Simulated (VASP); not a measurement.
# GdO (Pm-3m) in VASP: notebook, part 2 of 2

VASP 6.6.1. Earlier steps stand in the parts before.

### 4 Single point, PBEsol+U, collinear spin, random start

This run uses another cell than the first one: it holds 2 atoms, not 4.

Input file INCAR:

```
SYSTEM = GdO
  PREC = Accurate
  ENCUT = 520
  EDIFF = 1E-6
  ISMEAR = 0
  SIGMA = 0.05
  LREAL = .False.
  LASPH = .True.
  NELM = 100
  ALGO = Normal
  ISIF = 2
  LWAVE = .False.
  LCHARG = .False.
  ISPIN = 2
  MAGMOM = -2.09 0
  LORBIT = 11
  LMAXMIX = 6
  LDAU = .True.
  LDAUTYPE = 2
  LDAUL = 3 -1
  LDAUU = 5 0
  LDAUJ = 0 0
  LDAUPRINT = 1
  GGA = PS
```

Input file KPOINTS:

```
regular mesh
0
Gamma
  7 7 7
  0 0 0
```

Input file POSCAR:

```
GdO
1.0
    2.8018137600      0.0000000000      0.0000000000
    0.0000000000      2.8018137600      0.0000000000
    0.0000000000      0.0000000000      2.8018137600
Gd O
1 1
Direct
    0.0000000000      0.0000000000      0.0000000000
    0.5000000000      0.5000000000      0.5000000000
```

Potentials or basis: VASP PAW PBE potentials, release 64 (Gd, O).

On the command line:

```sh
$ cat potpaw_PBE.64/Gd/POTCAR potpaw_PBE.64/O/POTCAR > POTCAR
$ mpirun -np 1 vasp_std > vasp.out
```

OUTCAR:

```text
SYSTEM = GdO
   PREC = Accurate
   ENCUT = 520
   EDIFF = 1E-6
   ISMEAR = 0
   LREAL = .False.
   LASPH = .True.
   NELM = 100
   ISIF = 2
   ISPIN = 2
   LORBIT = 11
   GGA = PS

 ion  position               nearest neighbor table
   1  0.000  0.000  0.000-   2 2.43   2 2.43   2 2.43   2 2.43   2 2.43   2 2.43   2 2.43   2 2.43

   2  0.500  0.500  0.500-   1 2.43   1 2.43   1 2.43   1 2.43   1 2.43   1 2.43   1 2.43   1 2.43

  LATTYP: Found a simple cubic cell.
 ALAT       =     2.8018137600

  Lattice vectors:

 A1 = (   2.8018137600,   0.0000000000,   0.0000000000)
 A2 = (   0.0000000000,   2.8018137600,   0.0000000000)
 A3 = (   0.0000000000,   0.0000000000,   2.8018137600)

Analysis of symmetry for initial positions (statically):
=====================================================================
 Subroutine PRICEL returns:
 Original cell was already a primitive cell.

[... 655 lines left out ...]
      6       0.9078      1.00000
[... 377 lines left out ...]
      4     -15.6243      1.00000
      5     -11.5524      1.00000
      6      -0.7139      1.00000
[... 9 lines left out ...]
     16      13.1299      0.00000
     17      13.8231      0.00000

------------------------ aborting loop because EDIFF is reached ----------------------------------------

  FORCE on cell =-STRESS in cart. coord.  units (eV):
  Direction    XX          YY          ZZ          XY          YZ          ZX
  --------------------------------------------------------------------------------------
  -------------------------------------------------------------------------------------
  Total        5.6778920      5.6778920      5.6778920      0.0000000      0.0000000     -0.0000000
  in kB      413.5994210    413.5994210    413.5994210      0.0000000      0.0000000     -0.0000000
  external PRESSURE =     413.5994210 kB  Pullay stress =       0.0000000 kB

 VOLUME and BASIS-vectors are now :
 -----------------------------------------------------------------------------
  energy-cutoff  :      520.00
  volume of cell :       21.99
      direct lattice vectors                 reciprocal lattice vectors
     2.801813760  0.000000000  0.000000000     0.356911660  0.000000000  0.000000000
     0.000000000  2.801813760  0.000000000     0.000000000  0.356911660  0.000000000
     0.000000000  0.000000000  2.801813760     0.000000000  0.000000000  0.356911660

 POSITION                                       TOTAL-FORCE (eV/Angst)
 -----------------------------------------------------------------------------------
      0.00000      0.00000      0.00000         0.000000      0.000000      0.000000
      1.40091      1.40091      1.40091         0.000000      0.000000      0.000000
 -----------------------------------------------------------------------------------
    total drift:                                0.000000      0.000000     -0.000000

  FREE ENERGIE OF THE ION-ELECTRON SYSTEM (eV)
  ---------------------------------------------------
  free  energy   TOTEN  =       -21.0627679714 eV

  energy  without entropy=      -21.0620583436  energy(sigma->0) =      -21.06241316

 total charge

# of ion       s       p       d       f       tot
--------------------------------------------------
    1        2.027   5.608   0.956   7.014  15.605
    2        1.550   3.502   0.000   0.000   5.052
--------------------------------------------------
tot          3.576   9.110   0.956   7.014  20.657

 magnetization (x)

# of ion       s       p       d       f       tot
--------------------------------------------------
    1       -0.003   0.067  -0.175  -6.861  -6.972
    2        0.002   0.026   0.000   0.000   0.029
--------------------------------------------------
tot         -0.000   0.093  -0.175  -6.861  -6.943
```

OSZICAR:

```text
N       E                     dE             d eps       ncg     rms          rms(c)
DAV:   1     0.135801941203E+03    0.13580E+03   -0.92234E+03  1688   0.753E+03
DAV:   2     0.622019709564E+01   -0.12958E+03   -0.12216E+03  1817   0.418E+02
DAV:   3    -0.923545785619E+01   -0.15456E+02   -0.14847E+02  2136   0.163E+02
DAV:   4    -0.109633069023E+02   -0.17278E+01   -0.16867E+01  2611   0.392E+01
DAV:   5    -0.110502632996E+02   -0.86956E-01   -0.85099E-01  2488   0.900E+00    0.591E+01
DAV:   6    -0.237025094141E+02   -0.12652E+02   -0.47761E+01  1889   0.281E+02    0.141E+02
DAV:   7    -0.231285614058E+02    0.57395E+00   -0.41614E+00  2345   0.219E+01    0.969E+01
DAV:   8    -0.210723277883E+02    0.20562E+01   -0.33928E+00  2287   0.806E+01    0.396E+01
DAV:   9    -0.210879868120E+02   -0.15659E-01   -0.67258E-01  2552   0.141E+01    0.178E+01
DAV:  10    -0.210628783962E+02    0.25108E-01   -0.21962E-01  2307   0.767E+00    0.118E+01
DAV:  11    -0.210625663153E+02    0.31208E-03   -0.30556E-02  2526   0.393E+00    0.578E+00
DAV:  12    -0.210626463707E+02   -0.80055E-04   -0.45290E-03  2512   0.202E+00    0.438E+00
DAV:  13    -0.210630399246E+02   -0.39355E-03   -0.18848E-03  2412   0.664E-01    0.345E+00
DAV:  14    -0.210627724332E+02    0.26749E-03   -0.53965E-04  2340   0.734E-01    0.346E+00
DAV:  15    -0.210627684277E+02    0.40056E-05   -0.77354E-05  2388   0.744E-02    0.340E+00
DAV:  16    -0.210627679714E+02    0.45621E-06   -0.39127E-06  1554   0.127E-02
   1 F= -.21062768E+02 E0= -.21062413E+02  d E =-.709628E-03  mag=    -7.2282
```

stdout:

```text
POSCAR found type information on POSCAR GdO
 POSCAR found :  2 types and       2 ions
 scaLAPACK will be used
 -----------------------------------------------------------------------------
|                                                                             |
[... 28 lines left out ...]
|     molecular-dynamics runs (even for insulators or semiconductors),        |
|     since the presence of unoccupied bands improves wavefunction            |
|     prediction and helps to suppress 'band-crossings'.                      |
|                                                                             |
 -----------------------------------------------------------------------------
```

Wall time 18 s (1 thread of Intel Xeon Platinum 8488C (Sapphire Rapids), shared host); peak memory 0.16 GiB.

What came out:

```yaml
Free_energy: -21.0628 eV
Pressure: 41.4 GPa
Net_moment: -7.24 μB per cell
Site_moments: Gd -6.97; O +0.03 μB
Valence_electrons_inside_the_program's_atomic_spheres: Gd 15.61; O 5.05
```

Levels at points of the mesh, in eV from the Fermi level:
Spin up:
```
           k point  band 5  band 6  band 7  band 8  band 9  band 10  band 11  band 12
(0.00, 0.00, 0.00)  -19.98   -4.68   -4.68   -4.68   -2.60    -2.60     2.35     2.35
```
Spin down:
```
           k point  band 13  band 14  band 15  band 16  band 17
(0.00, 0.00, 0.00)    -4.37    -4.37    -4.37    -3.61    -3.61
```

Eigenvalues of the final occupation matrices:
| site | spin | trace | eigenvalues |
| --- | --- | --- | --- |
| site 1 f | 1 | 0.07 | 0.01 0.01 0.01 0.01 0.01 0.01 0.02 |
| site 1 f | 2 | 6.95 | 0.99 0.99 0.99 0.99 0.99 0.99 1.00 |

Caveat: a pressure of tens of GPa on the cell as given is suspect, and the run, the potentials or the cell itself is likely at fault; the bands computed are all filled at some k points, so no gap is given; the PAW data sets were made with another functional, which shifts forces and pressure a little; spin-orbit coupling is left out, which moves the levels of the heavy elements; a cell with one magnetic atom can't hold antiferromagnetic order, which such compounds often take. The state reached can hang on the start; a lower one may exist.

### 5 Summary

```csv
spin,k mesh,supercell matrix,further INCAR settings,gap on the mesh (eV),pressure (GPa),moment (μB)
"collinear, antiferromagnetic start",7 × 7 × 4,"[1, 0, 0, 0, 1, 0, 0, 0, 2]",ALGO = Normal; EDIFF = 1e-07,none,41.9,0.00
"collinear, ferrimagnetic start",6 × 6 × 6,"[0, 1, 1, 1, 0, 1, 1, 1, 0]",ALGO = Normal; EDIFF = 1e-06,none,41.4,0.00
"collinear, random start",7 × 7 × 7,-,ALGO = Normal; EDIFF = 1e-06,-,41.4,7.24
```

Alike in all rows: task single point; level PBEsol+U; potentials or basis VASP PAW PBE potentials, release 64 (Gd, O); Gd f U = 5 eV; cell as given; cutoff (eV) 520; smearing gaussian 0.05 eV.

Caveats: a pressure of tens of GPa on the cell as given is suspect, and the run, the potentials or the cell itself is likely at fault; the PAW data sets were made with another functional, which shifts forces and pressure a little; spin-orbit coupling is left out, which moves the levels of the heavy elements; the bands computed are all filled at some k points, so no gap is given (some runs); a cell with one magnetic atom can't hold antiferromagnetic order, which such compounds often take (some runs).

Absolute energies hang on the potentials; compare differences alone.
